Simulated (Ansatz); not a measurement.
Basis-set series for cyclopentadiene, C$_{5}$H$_{6}$. The species carries charge 0 and has multiplicity 1. Geometry: relaxed with PBE0-D4/def2-TZVP.

```
functional       basis  functions  energy (Eh)  HOMO (eV)  LUMO (eV)
   PBE0-D4  def2-TZVPP        239   -193.94194      -6.34      -0.48
   PBE0-D4  def2-QZVPP        465   -193.95241      -6.36      -0.53
   ωB97M-V  def2-TZVPP        239   -194.08284      -8.52       1.61
   ωB97M-V  def2-QZVPP        465   -194.09270      -8.54       1.53
```

Q: Give the rows for def2-SVP. (An estimate is asked.)

A: Computed: 
```
functional     basis  functions  energy (Eh)  HOMO (eV)  LUMO (eV)
   PBE0-D4  def2-SVP        100   -193.73416      -6.30      -0.36
   ωB97M-V  def2-SVP        100   -193.86460      -8.50       1.81
```

Positive LUMOs are unbound and depend on the basis.
